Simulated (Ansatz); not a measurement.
# Sb (fcc type): the cost of one run

Computed with Ansatz 0.2.0 (DFT, PBE, all-electron LAPW, scalar-relativistic, unless a step's input says otherwise).

### Step 1. Starting point

Symmetry: Fm-3m, No. 225, cubic system. The conventional cell has a = 3.772 Å, b = 3.772 Å, c = 3.772 Å, α = 90.00°, β = 90.00°, γ = 90.00°. Around Sb (site symmetry m-3m) lie 12 Sb at 2.67 Å.

As a file:

```
CELL_PARAMETERS angstrom
0.00000 1.88576 1.88576
1.88576 0.00000 1.88576
1.88576 1.88576 0.00000
ATOMIC_POSITIONS crystal
Sb 0.00000 0.00000 0.00000
```

### Step 2. Fcc relaxed under pressure, LAPW

File input.yaml:

```yaml
crystal:
  lattice:
    - [0.0, 1.885760708, 1.885760708]
    - [1.885760708, 0.0, 1.885760708]
    - [1.885760708, 1.885760708, 0.0]
  atoms:
    - { symbol: Sb, position: [0.0, 0.0, 0.0] }
kpoints:
  mp_grid: { grid: [17, 17, 17] }
scf:
  occupations: { method: fermi_dirac, width: 0.1 }
hamiltonian:
  xc: pbe
  pseudopotentials: { kind: all_electron, lapw: { basis_error: 0.0005 } }
output:
  forces: true
  stress: true
  eigenvalues: true
relax:
  f_tol: 0.005
  max_steps: 12
  cell: { p_target: 220.0, stress_tol: 0.11 }
```

Command:

```bash
$ ansatz run input.yaml --threads 1 --pin off --max-ram 3584MiB --backend cpu --events-out ev --progress --plain --runs-dir out
```

Q: Estimate wall time and peak memory on 1 thread of Intel Xeon Platinum 8488C (Sapphire Rapids), shared host.

About 26 s, with a peak of 0.44 GiB.
